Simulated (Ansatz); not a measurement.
# LiH (Fm-3m) in Ansatz: a series of runs

Runs on LiH. Level: PBEsol. Tasks: single point, equation of state.

Program: Ansatz 0.2.0. These are calculated values, not measurements. Logs are shortened: lines on timing, memory, paths and dates and some standing lists are left out, and cuts for length are marked.

## 1. Starting point

It takes space group Fm-3m (No. 225, cubic). The conventional cell has a = 4.074 Å, b = 4.074 Å, c = 4.074 Å, α = 90.00°, β = 90.00°, γ = 90.00°. Around Li (site symmetry m-3m) lie 6 H at 2.04 Å. H (site symmetry m-3m) is surrounded by 6 Li at 2.04 Å.

## 2. Single point, PBEsol, 7.94 Å³/atom (volume scaled by 0.94)

input.yaml

```yaml
crystal:
  lattice:
    - [0.0, 1.9951720069, 1.9951720069]
    - [1.9951720069, 0.0, 1.9951720069]
    - [1.9951720069, 1.9951720069, 0.0]
  atoms:
    - { symbol: Li, position: [0.0, 0.0, 0.0] }
    - { symbol: H, position: [0.5, 0.5, 0.5] }
kpoints:
  mp_grid: { grid: [11, 11, 11] }
scf:
  occupations: { method: fermi_dirac, width: 0.05 }
hamiltonian:
  xc: pbesol
  pseudopotentials: { kind: all_electron, lapw: { basis_error: 0.001 } }
output:
  forces: true
  stress: true
  eigenvalues: true
```

Potentials or basis: all-electron LAPW, scalar-relativistic.

The run is started by

```
> ansatz run input.yaml --threads 1 --pin off --max-ram 3072MiB --backend cpu --events-out ev --progress --plain --runs-dir out
```

Log:

```text
Warning: RAYON_NUM_THREADS=1 ignored (pool sized by the plan → 1); use --threads N
LAPW: plane waves up to 6.916 Å⁻¹, error target 1.0e-3 eV per atom; small_component_spin mean_spin; H in spheres of 0.920 Å, 1 of its electrons in bands, Dirac shells []; Li in spheres of 1.075 Å, 3 of its electrons in bands, Dirac shells [] (how accurate: hamiltonian.pseudopotentials.lapw.basis_error, Limitations)
Engine: ansatz 0.2.0, aarch64-unknown-linux-gnu
Pseudopotentials: kind: all_electron
Pseudopotential: Li, LAPW, valence charge 3, lapw/all_electron/scalar/gaussian/Li, Koelling and Harmon's equation, gaussian nucleus
Pseudopotential: H, LAPW, valence charge 1, lapw/all_electron/scalar/gaussian/H, Koelling and Harmon's equation, gaussian nucleus
Functional definition: PBEsol
  exchange = pbesol_x
  correlation = pbesol_c
Crystal: 2 atoms, lattice volume = 15.884 Å³
Basis set: ecut = 182.24941445276383 eV, 89 PW (Γ), exchange–correlation at level 2
Bands: 6, of which v1, the nominal top of the filled ones, is band 2 counted from 1 (1 counted from 0)
Symmetry: 48 space group operations
Space group: Fm-3m (ITA 225), of the structure as read, at distance tolerance 2.5e-5 Å
k-points: 56 of 1331
Non-local potential: Li, projectors of the file, none
Non-local potential: H, projectors of the file, none
Initial density: superposition of atomic densities (chi_scale 0.1, normalization cell, long waves kept (reshape's long-wave potential 0.00 eV rms))
Initial wavefunctions: plane waves of lowest kinetic energy (no species holds an atomic orbital)
Functional: x = pbesol(κ = 0.804, μ = 0.12345679012345678), c = pbesol(β = 0.046)
iter 1 solved again at ethr=8.26e-3 eV; its pass at ethr=1.00e-1 eV (dr2=3.30e-1 eV) is discarded
SCF iter   1: F=—  HF=-219.735602 eV  |F-HF|=—  |Δ(HF+E_count)|=         —  Δρ=4.55e-2  dr2=3.30e-1  ethr=8.26e-3  ⟨swp⟩=2.0  Hψ=2659  notcnv=0
preconditioner: auto → none  [insulator: Δε(μ)=3.781 eV  Ē_g=14.675 eV  σ=0.050 eV  W_gap=1.00  n_scr=0 (ndim 8)  ℏωp=13.2 eV  f_vac=0.000  D(μ)=0.00/eV (n_scr^D=0)  ε∞_Penn≈1.8]
SCF iter   2: F=—  HF=-219.527155 eV  |F-HF|=—  |Δ(HF+E_count)|=   2.08e-1  Δρ=1.54e-2  dr2=3.83e-2  ethr=8.26e-3  ⟨swp⟩=2.0  Hψ=1008  notcnv=0
iter 3 solved again at ethr=1.98e-6 eV; its pass at ethr=9.57e-4 eV (dr2=7.93e-5 eV) is discarded
SCF iter   3: F=—  HF=-219.506473 eV  |F-HF|=—  |Δ(HF+E_count)|=   2.07e-2  Δρ=7.86e-4  dr2=7.91e-5  ethr=1.98e-6  ⟨swp⟩=2.0  Hψ=1684  notcnv=0
SCF iter   4: F=—  HF=-219.506659 eV  |F-HF|=—  |Δ(HF+E_count)|=         —  Δρ=9.55e-5  dr2=1.47e-6  ethr=1.98e-6  ⟨swp⟩=2.0  Hψ=784  notcnv=0
the basis was enlarged: its passes take 43.2 KiB over the memory plan, 1 of 1 planned eigensolver slots
SCF iter   5: F=-219.506659 eV  HF=-219.506659 eV  |F-HF|=1.39e-8  |Δ(HF+E_count)|=   1.06e-7  Δρ=2.38e-6  dr2=8.12e-10  ethr=3.68e-8  ⟨swp⟩=2.0  Hψ=784  notcnv=0
SCF 1 converged in 5 iterations: F = -219.506659 eV  dr2 = 8.12e-10
SCF converged after 5 iterations
Free energy (F): -219.506659 eV
Harris-Foulkes:  -219.506659 eV  (|F-HF|=1.39e-8)
Internal energy: -219.506659 eV  (E = F + TS)
E sigma→0 (E₀):  -219.506659 eV
Fermi energy:    2.147666 eV
--- Per-component energies (eV) ---
  E_band       = -89.332456
  E_kinetic    = 216.797144
  E_xc         = -59.184945
  E_electrostatic = -377.118858  (all electrons and nuclei)
  E_smearing   = -0.000000  (= −TS)
  E_closure    = 0.000000  (closes the sum)
  E_atoms      = -213.275044  (free atoms, spherical and without spin; not in F)
  Σ components = -219.506659   (vs F -219.506659, Δ=0.00e0)
  Basis errors (estimates in eV, not in F): energy 3.0e-4 per atom: plane waves 2.9e-4 (1.5e-4 summed), levels above the bands 1.3e-139, relativity 4.4e-10, radial functions 1.3e-5, core shells 0.0e0; eigenvalues (radial functions only) 4.5e-4; not estimated: angular momenta, meshes, grids; target (lapw.basis_error) 1.0e-3; muffin-tin radii H 0.920 Å, Li 1.075 Å
--- Forces (eV/Å), atoms counted from 1 ---
  atom   1  Li    -0.00000000     0.00000000     0.00000000
  atom   2  H      0.00000000    -0.00000000     0.00000000
  max |Σ_I F_I| component: 1.85e-31 eV/Å
--- Stress (GPa, compression-positive) ---
       -0.318845       0.000000      -0.000000
        0.000000      -0.318845      -0.000000
       -0.000000      -0.000000      -0.318845
  P = ⅓ Tr σ = -0.3188 GPa (-3.188 kbar)
--- Band table (eV; the first three rows and the last of 56) ---
  k-point 0: bands = ["-42.9986", "-4.8710", "16.9970", "18.6279", "18.6279", "18.6279"]
  k-point 1: bands = ["-42.9945", "-4.7239", "15.6623", "17.7816", "18.2783", "18.2783"]
  k-point 2: bands = ["-42.9834", "-4.2906", "12.6509", "16.6252", "17.6736", "17.6736"]
  k-point 55: bands = ["-42.9310", "0.3287", "5.4501", "6.3973", "12.5229", "18.2142"]
```

Run time: 1.6 s. Hardware: 1 thread of Arm Neoverse V1, shared host; peak memory 0.19 GiB.

What came out:

* Free energy: -219.5067 eV
* Pressure: -0.3 GPa
* Band gap on the k mesh: 2.94 eV, direct

Caveat: an odd mesh through Γ misses points on the zone boundary, where band edges often lie.

## 3. Single point, PBEsol, 8.11 Å³/atom (volume scaled by 0.96)

Changes to input.yaml since step 2:

```diff
@@ -2,5 +2,5 @@
   lattice:
-    - [0.0, 1.9951720069, 1.9951720069]
-    - [1.9951720069, 0.0, 1.9951720069]
-    - [1.9951720069, 1.9951720069, 0.0]
+    - [0.0, 2.009222977, 2.009222977]
+    - [2.009222977, 0.0, 2.009222977]
+    - [2.009222977, 2.009222977, 0.0]
   atoms:
```

Potentials or basis: all-electron LAPW, scalar-relativistic.

The run is started by

```
> ansatz run input.yaml --threads 1 --pin off --max-ram 3072MiB --backend cpu --events-out ev --progress --plain --runs-dir out
```

It took 1.6 s on 1 thread of Arm Neoverse V1, shared host; peak memory 0.19 GiB.

It converged, with:

| Item | Value |
| --- | --- |
| Free energy | -219.5052 eV |
| Pressure | -1.1 GPa |
| Band gap on the k mesh | 2.95 eV, direct |

Caveat: an odd mesh through Γ misses points on the zone boundary, where band edges often lie.

## 4. Single point, PBEsol, 8.28 Å³/atom (volume scaled by 0.98)

Changes to input.yaml since step 3:

```diff
@@ -2,5 +2,5 @@
   lattice:
-    - [0.0, 2.009222977, 2.009222977]
-    - [2.009222977, 0.0, 2.009222977]
-    - [2.009222977, 2.009222977, 0.0]
+    - [0.0, 2.023080125, 2.023080125]
+    - [2.023080125, 0.0, 2.023080125]
+    - [2.023080125, 2.023080125, 0.0]
   atoms:
```

The run is started by

```
> ansatz run input.yaml --threads 1 --pin off --max-ram 3072MiB --backend cpu --events-out ev --progress --plain --runs-dir out
```

Wall time 1.6 s (1 thread of Arm Neoverse V1, shared host); peak memory 0.19 GiB.

It converged, with:

```
Free energy            : -219.5023 eV
Pressure               : -1.7 GPa
Band gap on the k mesh : 2.96 eV, direct
```

Caveat: an odd mesh through Γ misses points on the zone boundary, where band edges often lie.

## 5. Single point, PBEsol, 8.45 Å³/atom

Changes to input.yaml since step 4:

```diff
@@ -2,5 +2,5 @@
   lattice:
-    - [0.0, 2.023080125, 2.023080125]
-    - [2.023080125, 0.0, 2.023080125]
-    - [2.023080125, 2.023080125, 0.0]
+    - [0.0, 2.03675, 2.03675]
+    - [2.03675, 0.0, 2.03675]
+    - [2.03675, 2.03675, 0.0]
   atoms:
```

The run is started by

```
> ansatz run input.yaml --threads 1 --pin off --max-ram 3072MiB --backend cpu --events-out ev --progress --plain --runs-dir out
```

Wall time 1.6 s (1 thread of Arm Neoverse V1, shared host); peak memory 0.19 GiB.

Results (log left out):

| Item | Value |
| --- | --- |
| Free energy | -219.4980 eV |
| Pressure | -2.3 GPa |
| Band gap on the k mesh | 2.98 eV, direct |

Caveat: an odd mesh through Γ misses points on the zone boundary, where band edges often lie.

## 6. Single point, PBEsol, 8.62 Å³/atom (volume scaled by 1.02)

Changes to input.yaml since step 5:

```diff
@@ -2,5 +2,5 @@
   lattice:
-    - [0.0, 2.03675, 2.03675]
-    - [2.03675, 0.0, 2.03675]
-    - [2.03675, 2.03675, 0.0]
+    - [0.0, 2.0502388037, 2.0502388037]
+    - [2.0502388037, 0.0, 2.0502388037]
+    - [2.0502388037, 2.0502388037, 0.0]
   atoms:
```

Potentials or basis: all-electron LAPW, scalar-relativistic.

The run is started by

```
> ansatz run input.yaml --threads 1 --pin off --max-ram 3072MiB --backend cpu --events-out ev --progress --plain --runs-dir out
```

Run time: 1.6 s. Hardware: 1 thread of Arm Neoverse V1, shared host; peak memory 0.19 GiB.

The run converged. Its results:

```
Free energy            : -219.4925 eV
Pressure               : -2.9 GPa
Band gap on the k mesh : 2.99 eV, direct
```

Caveat: an odd mesh through Γ misses points on the zone boundary, where band edges often lie.

## 7. Single point, PBEsol, 8.79 Å³/atom (volume scaled by 1.04)

Changes to input.yaml since step 6:

```diff
@@ -2,5 +2,5 @@
   lattice:
-    - [0.0, 2.0502388037, 2.0502388037]
-    - [2.0502388037, 0.0, 2.0502388037]
-    - [2.0502388037, 2.0502388037, 0.0]
+    - [0.0, 2.0635524157, 2.0635524157]
+    - [2.0635524157, 0.0, 2.0635524157]
+    - [2.0635524157, 2.0635524157, 0.0]
   atoms:
```

The run is started by

```
> ansatz run input.yaml --threads 1 --pin off --max-ram 3072MiB --backend cpu --events-out ev --progress --plain --runs-dir out
```

It took 1.6 s on 1 thread of Arm Neoverse V1, shared host; peak memory 0.19 GiB.

Results (log left out):

```
Free energy            : -219.4859 eV
Pressure               : -3.4 GPa
Band gap on the k mesh : 3.00 eV, direct
```

Caveat: an odd mesh through Γ misses points on the zone boundary, where band edges often lie.

## 8. Single point, PBEsol, 8.96 Å³/atom (volume scaled by 1.06)

Changes to input.yaml since step 7:

```diff
@@ -2,5 +2,5 @@
   lattice:
-    - [0.0, 2.0635524157, 2.0635524157]
-    - [2.0635524157, 0.0, 2.0635524157]
-    - [2.0635524157, 2.0635524157, 0.0]
+    - [0.0, 2.0766964161, 2.0766964161]
+    - [2.0766964161, 0.0, 2.0766964161]
+    - [2.0766964161, 2.0766964161, 0.0]
   atoms:
```

The run is started by

```
> ansatz run input.yaml --threads 1 --pin off --max-ram 3072MiB --backend cpu --events-out ev --progress --plain --runs-dir out
```

It took 1.6 s on 1 thread of Arm Neoverse V1, shared host; peak memory 0.19 GiB.

The run converged. Its results:

* Free energy: -219.4782 eV
* Pressure: -3.9 GPa
* Band gap on the k mesh: 3.01 eV, direct

Caveat: an odd mesh through Γ misses points on the zone boundary, where band edges often lie.

## 9. Equation of state, PBEsol

Potentials or basis: all-electron LAPW, scalar-relativistic.

No new run: the results of the series are fitted here.

What came out:

```
Equilibrium volume : 7.87 Å³/atom (rough: see the caveat)
Bulk modulus       : 37 GPa (rough)
```

Energy against volume, from the lowest point:
```csv
volume (Å³/atom),energy (meV/atom)
7.942,0.00
8.111,0.73
8.280,2.20
8.449,4.34
8.618,7.09
8.787,10.40
8.956,14.23
```

Caveat: the minimum lies outside the volumes run.

## 10. For comparison

An earlier run on the cell as given: functional PBE; potentials or basis all-electron LAPW, scalar-relativistic; cutoff 176 eV (chosen from the basis error); basis error allowed 0.001 eV/atom; k mesh 11 × 11 × 11; occupations fermi-dirac, width 0.05 eV; no spin polarisation.

- Pressure: -1.7 GPa
- Band gap on the k mesh: 3.20 eV, direct
- Loewdin charges: Li +0.61; H -0.56 e
